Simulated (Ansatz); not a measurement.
Input and output for Hf (omega type): DFT, PBE, all-electron LAPW, scalar-relativistic (Ansatz 0.2.0). This run: volume at 0.6 of the series' base cell.

The cell comes from a relaxation on PAW files under the same functional, begun from a prototype that needn't be the stable phase.

Command: `ansatz run input.yaml --threads 1 --pin off --max-ram 3072MiB --backend cpu --events-out ev --progress --plain --runs-dir out` It took 95 s on 1 thread of Arm Neoverse V2, on a shared host, peak memory 0.71 GiB.

```yaml
crystal:
  lattice:
    - [4.232670532, 0.0, 0.0]
    - [-2.116335266, 3.6656002066, 0.0]
    - [0.0, 0.0, 2.5911495452]
  atoms:
    - { symbol: Hf, position: [0.0, 0.0, 0.0] }
    - { symbol: Hf, position: [0.3333333333, 0.6666666667, 0.5] }
    - { symbol: Hf, position: [0.6666666667, 0.3333333333, 0.5] }
kpoints:
  mp_grid: { grid: [8, 8, 11] }
scf:
  occupations: { method: fermi_dirac, width: 0.08 }
hamiltonian:
  xc: pbe
  pseudopotentials: { kind: all_electron, lapw: { basis_error: 0.001 } }
output:
  forces: true
  stress: true
  eigenvalues: true
  populations: true
```

Output:

```
Hf: projections on atomic orbitals take those of the free atom 1s2 2s2 2p6 3s2 3p6 3d10 4s2 4p6 4d10 4f14 5s2 5p6 5d2 6s2, of charge +0.00 (hamiltonian.pseudopotentials.projection_atoms)
LAPW: plane waves up to 10.294 Å⁻¹, error target 1.0e-3 eV per atom; small_component_spin mean_spin; Hf in spheres of 1.222 Å, 44 of its electrons in bands, Dirac shells [] (how accurate: hamiltonian.pseudopotentials.lapw.basis_error, Limitations)
Engine: ansatz 0.2.0
Pseudopotentials: kind: all_electron
Pseudopotential: Hf, LAPW, valence charge 44, lapw/all_electron/scalar/gaussian/Hf, Koelling and Harmon's equation, gaussian nucleus
Functional definition: PBE
  parameter kappa = 0.804
  parameter beta = 0.06672455060314922
  exchange = pbe_x(kappa = kappa, mu = beta*pi^2/3)
  correlation = pbe_c(beta = beta)
Crystal: 3 atoms, lattice volume = 40.202 Å³
Basis set: ecut = 403.7266524991074 eV, 747 PW (Γ), exchange–correlation at level 2
Bands: 80, of which v1, the nominal top of the filled ones, is band 66 counted from 1 (65 counted from 0)
Symmetry: 24 space group operations
Space group: P6/mmm (ITA 191), of the structure as read, at distance tolerance 3.4e-5 Å
k-points: 60 of 704
Non-local potential: Hf, projectors of the file, none
Initial density: superposition of atomic densities (chi_scale 0.1, normalization cell)
Initial wavefunctions: plane waves of lowest kinetic energy (no species holds an atomic orbital)
Functional: x = pbe(κ = 0.804, μ = 0.2195149727645171), c = pbe(β = 0.06672455060314922)
iter 1 solved again at ethr=2.58e-4 eV; its pass at ethr=1.00e-1 eV (dr2=3.41e-1 eV) is discarded
SCF iter   1: F=—  HF=-1230743.729767 eV  |F-HF|=—  |Δ(HF+E_count)|=         —  Δρ=3.11e-2  dr2=3.41e-1  ethr=2.58e-4  ⟨swp⟩=2.6  Hψ=29469  notcnv=0
preconditioner: auto → Kerker (q_TF=auto, 3.326 Å⁻¹)  [metal: Δε(μ)=0.011 eV  Ē_g=20.978 eV  σ=0.080 eV  W_gap=0.03  n_scr=26 (ndim 8)  ℏωp=49.7 eV  f_vac=0.000  D(μ)=2.04/eV (n_scr^D=26)]
SCF iter   2: F=—  HF=-1230743.281413 eV  |F-HF|=—  |Δ(HF+E_count)|=   4.48e-1  Δρ=1.64e-2  dr2=1.18e-1  ethr=2.58e-4  ⟨swp⟩=2.0  Hψ=15055  notcnv=0
SCF iter   3: F=—  HF=-1230743.047933 eV  |F-HF|=—  |Δ(HF+E_count)|=   2.33e-1  Δρ=1.50e-2  dr2=9.00e-2  ethr=8.94e-5  ⟨swp⟩=2.0  Hψ=14268  notcnv=0
SCF iter   4: F=—  HF=-1230743.023537 eV  |F-HF|=—  |Δ(HF+E_count)|=         —  Δρ=7.15e-3  dr2=2.19e-2  ethr=6.81e-5  ⟨swp⟩=2.0  Hψ=14092  notcnv=0
the basis was enlarged: its passes take 605.5 KiB over the memory plan, 1 of 1 planned eigensolver slots
iter 5 solved again at ethr=5.51e-7 eV; its pass at ethr=1.66e-5 eV (dr2=7.27e-4 eV) is discarded
SCF iter   5: F=—  HF=-1230743.021833 eV  |F-HF|=—  |Δ(HF+E_count)|=   1.70e-3  Δρ=1.27e-3  dr2=7.27e-4  ethr=5.51e-7  ⟨swp⟩=2.0  Hψ=24039  notcnv=0
SCF iter   6: F=—  HF=-1230743.021035 eV  |F-HF|=—  |Δ(HF+E_count)|=   7.98e-4  Δρ=9.10e-4  dr2=4.04e-4  ethr=5.51e-7  ⟨swp⟩=2.0  Hψ=14269  notcnv=0
SCF iter   7: F=—  HF=-1230743.020818 eV  |F-HF|=—  |Δ(HF+E_count)|=   2.17e-4  Δρ=5.09e-4  dr2=1.15e-4  ethr=3.06e-7  ⟨swp⟩=2.0  Hψ=14269  notcnv=0
SCF iter   8: F=—  HF=-1230743.020788 eV  |F-HF|=—  |Δ(HF+E_count)|=   2.95e-5  Δρ=1.38e-4  dr2=9.51e-6  ethr=8.69e-8  ⟨swp⟩=2.0  Hψ=14269  notcnv=0
SCF iter   9: F=—  HF=-1230743.020787 eV  |F-HF|=—  |Δ(HF+E_count)|=   1.02e-6  Δρ=2.22e-5  dr2=2.20e-7  ethr=7.21e-9  ⟨swp⟩=2.0  Hψ=14269  notcnv=0
SCF iter  10: F=-1230743.020787 eV  HF=-1230743.020787 eV  |F-HF|=6.94e-8  |Δ(HF+E_count)|=   8.29e-8  Δρ=7.90e-6  dr2=5.17e-8  ethr=1.67e-10  ⟨swp⟩=2.0  Hψ=14269  notcnv=0
SCF 1 converged in 10 iterations: F = -1230743.020787 eV  dr2 = 5.17e-8
SCF converged after 10 iterations
Free energy (F): -1230743.020787 eV
Harris-Foulkes:  -1230743.020787 eV  (|F-HF|=6.94e-8)
Internal energy: -1230742.972797 eV  (E = F + TS)
E sigma→0 (E₀):  -1230742.996792 eV
Entropy (-TS):   -0.047990 eV (-15.997 meV/atom)
Fermi energy:    34.312964 eV
--- Per-component energies (eV) ---
  E_band       = -12591.855763
  E_kinetic    = 1369530.724207
  E_xc         = -25268.887690
  E_electrostatic = -2575004.809314  (all electrons and nuclei)
  E_smearing   = -0.047990  (= −TS)
  E_closure    = 0.000000  (closes the sum)
  E_atoms      = -1230728.763090  (free atoms, spherical and without spin; not in F)
  Σ components = -1230743.020787   (vs F -1230743.020787, Δ=0.00e0)
  Basis errors (estimates in eV, not in F): energy 3.1e-4 per atom: plane waves 2.8e-4 (1.5e-4 summed), levels above the bands 6.1e-84, relativity 9.4e-8, radial functions 3.3e-5, core shells 1.9e-10; eigenvalues (radial functions only) 1.8e-6; not estimated: angular momenta, meshes, grids; target (lapw.basis_error) 1.0e-3; muffin-tin radii Hf 1.222 Å
--- Forces (eV/Å), atoms counted from 1 ---
  atom   1  Hf     0.00000000     0.00000000     0.00000000
  atom   2  Hf     0.00000000    -0.00000000     0.00000000
  atom   3  Hf     0.00000000     0.00000000    -0.00000000
  max |Σ_I F_I| component: 7.40e-17 eV/Å
--- Stress (GPa, compression-positive) ---
      134.319065       0.000000      -0.000000
        0.000000     134.319065       0.000000
       -0.000000       0.000000     134.344552
  P = ⅓ Tr σ = 134.3276 GPa (1343.276 kbar)
--- Band table (eV; the first three rows and the last of 60) ---
  k-point 0: bands = ["-471.2682", "-471.2682", "-471.2584", "-337.9824", "-337.9824", "-337.9824", "-337.9824", "-337.9743", "-337.9743", "-337.9584", "-337.9584", "-337.9526", "-165.8289", "-165.8289", "-165.8287", "-165.8287", "-165.8270", "-165.8270", "-165.8157", "-165.8157", "-165.8156", "-165.8156", "-165.8098", "-165.8098", "-165.8053", "-165.8009", "-165.8008", "-27.0022", "-26.4197", "-26.2084", "3.0350", "3.0350", "3.7020", "3.7020", "5.1736", "6.0831", "6.1430", "6.1674", "6.1674", "23.3836", "23.4187", "23.4952", "23.4952", "23.5069", "23.5069", "23.5789", "23.6373", "23.6373", "23.6594", "23.6794", "23.6794", "23.6861", "23.6904", "23.6904", "23.6966", "23.6966", "23.8066", "23.8154", "23.8274", "23.8453", "26.1788", "29.5597", "33.6360", "34.2367", "34.2367", "34.4434", "34.4434", "35.4133", "37.0578", "37.0578", "38.4441", "38.4441", "38.4577", "38.4577", "45.7887", "45.7887", "48.1004", "49.2956", "49.9341", "50.0385"]
  k-point 1: bands = ["-471.2682", "-471.2682", "-471.2584", "-337.9824", "-337.9824", "-337.9824", "-337.9824", "-337.9743", "-337.9743", "-337.9584", "-337.9584", "-337.9526", "-165.8289", "-165.8289", "-165.8287", "-165.8287", "-165.8270", "-165.8270", "-165.8157", "-165.8157", "-165.8156", "-165.8156", "-165.8098", "-165.8098", "-165.8053", "-165.8009", "-165.8007", "-26.9755", "-26.4093", "-26.1908", "3.0659", "3.0659", "3.7596", "3.7596", "4.9593", "5.8279", "5.9382", "6.1497", "6.1497", "23.3884", "23.4226", "23.5050", "23.5050", "23.5175", "23.5175", "23.5841", "23.6311", "23.6336", "23.6336", "23.6753", "23.6753", "23.6833", "23.6887", "23.6887", "23.7049", "23.7049", "23.7887", "23.8068", "23.8204", "23.8257", "26.5807", "30.1082", "33.5546", "33.5546", "34.0794", "34.0794", "34.3125", "35.8879", "37.0643", "37.0643", "38.2965", "38.2965", "38.9998", "38.9998", "45.2542", "45.2542", "47.6967", "49.3901", "50.1013", "50.6306"]
  k-point 2: bands = ["-471.2682", "-471.2682", "-471.2584", "-337.9824", "-337.9824", "-337.9824", "-337.9824", "-337.9743", "-337.9743", "-337.9584", "-337.9584", "-337.9526", "-165.8289", "-165.8289", "-165.8287", "-165.8287", "-165.8270", "-165.8270", "-165.8157", "-165.8157", "-165.8157", "-165.8157", "-165.8098", "-165.8098", "-165.8052", "-165.8009", "-165.8007", "-26.9018", "-26.3829", "-26.1432", "3.1501", "3.1501", "3.9235", "3.9235", "4.4161", "5.1789", "5.4123", "6.0932", "6.0932", "23.4019", "23.4305", "23.5326", "23.5326", "23.5482", "23.5482", "23.5730", "23.5966", "23.6234", "23.6234", "23.6660", "23.6660", "23.6753", "23.6851", "23.6851", "23.7236", "23.7270", "23.7270", "23.7654", "23.8072", "23.8207", "27.6335", "31.5290", "32.1540", "32.1540", "33.1834", "33.1834", "36.2259", "37.2300", "37.2300", "37.3092", "37.8441", "37.8441", "39.9996", "39.9996", "44.5010", "44.5010", "46.6309", "49.6438", "50.4402", "50.6017"]
  k-point 59: bands = ["-471.2682", "-471.2682", "-471.2584", "-337.9824", "-337.9824", "-337.9824", "-337.9824", "-337.9743", "-337.9743", "-337.9584", "-337.9584", "-337.9526", "-165.8289", "-165.8288", "-165.8287", "-165.8286", "-165.8270", "-165.8270", "-165.8157", "-165.8157", "-165.8157", "-165.8157", "-165.8098", "-165.8098", "-165.8051", "-165.8007", "-165.8007", "-26.3560", "-26.3286", "-26.2675", "2.3202", "2.9701", "3.2275", "3.9899", "4.4655", "4.7403", "4.9380", "5.1086", "6.1835", "23.4406", "23.4980", "23.4984", "23.5046", "23.5291", "23.5498", "23.5619", "23.5671", "23.6067", "23.6510", "23.6666", "23.6701", "23.6775", "23.6787", "23.6864", "23.7270", "23.7294", "23.7747", "23.7779", "23.7805", "23.8096", "28.5765", "31.2725", "31.7210", "32.1801", "32.9221", "32.9804", "34.4334", "35.3198", "36.2922", "36.4461", "39.0164", "41.5548", "41.9062", "44.7057", "45.5839", "46.2523", "46.7747", "47.8356", "48.9465", "52.1964"]
--- Löwdin populations: 3 sites ---
  site symbol       q [e]
     0     Hf     71.7935
     1     Hf     72.0743
     2     Hf     72.0743
  spilling = 0.000268 (of n_electrons = 216.000000)
```

populations.tsv:

```
# site	symbol	l	j	q
# orbitals = lowdin
# n_electrons = 216.000000
# spilling = 0.000268
# projection_atom_Hf: 1s2 2s2 2p6 3s2 3p6 3d10 4s2 4p6 4d10 4f14 5s2 5p6 5d2 6s2
0	Hf	0_1S	-	1.999999
0	Hf	0_2S	-	1.999950
0	Hf	0_3S	-	1.999358
0	Hf	0_4S	-	1.993431
0	Hf	0_5S	-	1.900778
0	Hf	0_6S	-	0.542933
0	Hf	1_2P	-	6.000000
0	Hf	1_3P	-	5.999993
0	Hf	1_4P	-	5.999547
0	Hf	1_5P	-	5.923415
0	Hf	2_3D	-	10.000000
0	Hf	2_4D	-	9.999810
0	Hf	2_5D	-	3.449627
0	Hf	3_4F	-	13.984687
1	Hf	0_1S	-	1.999999
1	Hf	0_2S	-	1.999940
1	Hf	0_3S	-	1.999231
1	Hf	0_4S	-	1.992178
1	Hf	0_5S	-	1.884960
1	Hf	0_6S	-	0.569129
1	Hf	1_2P	-	6.000000
1	Hf	1_3P	-	5.999987
1	Hf	1_4P	-	5.999191
1	Hf	1_5P	-	5.875314
1	Hf	2_3D	-	10.000000
1	Hf	2_4D	-	9.999762
1	Hf	2_5D	-	3.773958
1	Hf	3_4F	-	13.980682
2	Hf	0_1S	-	1.999999
2	Hf	0_2S	-	1.999940
2	Hf	0_3S	-	1.999231
2	Hf	0_4S	-	1.992178
2	Hf	0_5S	-	1.884960
2	Hf	0_6S	-	0.569129
2	Hf	1_2P	-	6.000000
2	Hf	1_3P	-	5.999987
2	Hf	1_4P	-	5.999191
2	Hf	1_5P	-	5.875314
2	Hf	2_3D	-	10.000000
2	Hf	2_4D	-	9.999762
2	Hf	2_5D	-	3.773958
2	Hf	3_4F	-	13.980682
```

Next run (volume at 0.4 of the series' base cell), as changes to the input before:

```diff
   lattice:
-    - [4.232670532, 0.0, 0.0]
-    - [-2.116335266, 3.6656002066, 0.0]
-    - [0.0, 0.0, 2.5911495452]
+    - [3.7627414467, 0.0, 0.0]
+    - [-1.8813707234, 3.2586296807, 0.0]
+    - [0.0, 0.0, 2.1858552261]
   atoms:
   mp_grid: { grid: [8, 8, 11] }
+  band_path:
+    path:
+      - [0.0, 0.0, 0.0]
+      - [0.5, 0.0, 0.0]
+      - [0.3333333333, 0.3333333333, 0.0]
+      - [0.0, 0.0, 0.0]
+      - [0.0, 0.0, 0.5]
+      - [0.5, 0.0, 0.5]
+      - [0.3333333333, 0.3333333333, 0.5]
+      - [0.0, 0.0, 0.5]
+      - [0.5, 0.0, 0.5]
+    npoints: 8
 scf:
   populations: true
+  dos: { projected: true, de: 0.2, e_range: [-14, 8] }
```

Results part of the output:

```
SCF 1 converged in 10 iterations: F = -1230720.281564 eV  dr2 = 7.98e-9
NSCF: frozen V_eff on 65 k-points
SCF converged after 10 iterations
Free energy (F): -1230720.281564 eV
Harris-Foulkes:  -1230720.281564 eV  (|F-HF|=9.55e-9)
Internal energy: -1230720.253820 eV  (E = F + TS)
E sigma→0 (E₀):  -1230720.267692 eV
Entropy (-TS):   -0.027743 eV (-9.248 meV/atom)
Fermi energy:    51.704941 eV
[... lines left out ...]
  k-point 1: bands = ["-454.5622", "-454.5622", "-454.1842", "-321.2582", "-321.2582", "-321.2582", "-321.2582", "-321.2516", "-321.2516", "-320.9234", "-320.8516", "-320.8516", "-149.0896", "-149.0896", "-149.0879", "-149.0879", "-149.0834", "-149.0834", "-149.0829", "-149.0829", "-149.0818", "-149.0802", "-148.7331", "-148.7245", "-148.7245", "-148.6628", "-148.6628", "-12.0252", "-9.6618", "-9.5906", "17.1549", "17.1549", "18.3796", "18.3796", "22.2839", "24.5790", "24.5805", "24.5811", "24.5811", "39.6924", "39.8099", "39.8099", "39.8372", "40.0067", "40.0067", "40.3273", "40.3273", "40.3903", "40.4184", "40.4184", "40.4741", "40.5595", "40.5595", "40.6927", "40.7322", "40.7600", "40.7600", "40.8528", "40.9122", "40.9711", "45.2754", "45.5866", "51.0882", "51.0882", "51.9836", "52.4506", "52.6136", "52.6136", "54.0807", "54.0807", "57.2878", "57.2878", "58.2342", "58.2342", "67.3075", "67.3075", "68.4993", "71.3398", "71.7018", "72.3726"]
  k-point 2: bands = ["-454.5622", "-454.5622", "-454.1842", "-321.2582", "-321.2582", "-321.2582", "-321.2582", "-321.2516", "-321.2516", "-320.9234", "-320.8516", "-320.8516", "-149.0896", "-149.0896", "-149.0879", "-149.0879", "-149.0836", "-149.0836", "-149.0831", "-149.0831", "-149.0810", "-149.0795", "-148.7324", "-148.7246", "-148.7246", "-148.6628", "-148.6628", "-11.7117", "-9.4880", "-9.3517", "17.4434", "17.4434", "18.8423", "18.8423", "20.3920", "22.5288", "22.7942", "24.4624", "24.4624", "39.7300", "39.8506", "39.8506", "39.8634", "40.0428", "40.0428", "40.1506", "40.2788", "40.2788", "40.4185", "40.4185", "40.4785", "40.5799", "40.6419", "40.6419", "40.6945", "40.7291", "40.7291", "40.7398", "40.8390", "40.9071", "46.7552", "48.3686", "48.3686", "48.8171", "50.6859", "50.6859", "54.5764", "54.5764", "55.7268", "55.8423", "56.5966", "56.5966", "59.5135", "59.5135", "65.5380", "65.5380", "69.1656", "71.0629", "72.2963", "73.1196"]
  k-point 59: bands = ["-454.5622", "-454.5622", "-454.1842", "-321.2582", "-321.2582", "-321.2582", "-321.2582", "-321.2516", "-321.2516", "-320.9235", "-320.8516", "-320.8516", "-149.0901", "-149.0890", "-149.0886", "-149.0873", "-149.0841", "-149.0838", "-149.0837", "-149.0835", "-149.0778", "-149.0776", "-148.7299", "-148.7251", "-148.7251", "-148.6628", "-148.6628", "-9.6670", "-9.4016", "-9.0071", "15.4632", "16.2511", "16.7704", "19.3876", "20.5448", "21.1882", "21.9796", "22.4006", "24.4481", "39.6923", "39.7806", "39.8159", "39.9946", "40.0923", "40.1053", "40.1754", "40.2633", "40.2851", "40.3162", "40.3360", "40.4356", "40.5108", "40.5528", "40.6808", "40.7060", "40.7238", "40.7418", "40.8663", "40.9231", "40.9320", "42.5202", "47.0410", "47.2703", "48.0090", "48.6333", "49.4242", "51.8719", "52.4161", "53.8541", "54.3720", "56.8542", "60.9129", "65.8581", "66.3910", "69.0922", "70.8218", "71.1264", "72.0040", "74.6853", "76.6029"]
--- Löwdin populations: 3 sites ---
  site symbol       q [e]
     0     Hf     72.0041
     1     Hf     71.9520
     2     Hf     71.9520
  spilling = 0.000425 (of n_electrons = 216.000000)
```

Spin–orbit coupling is left out, which matters for the heavy atoms.
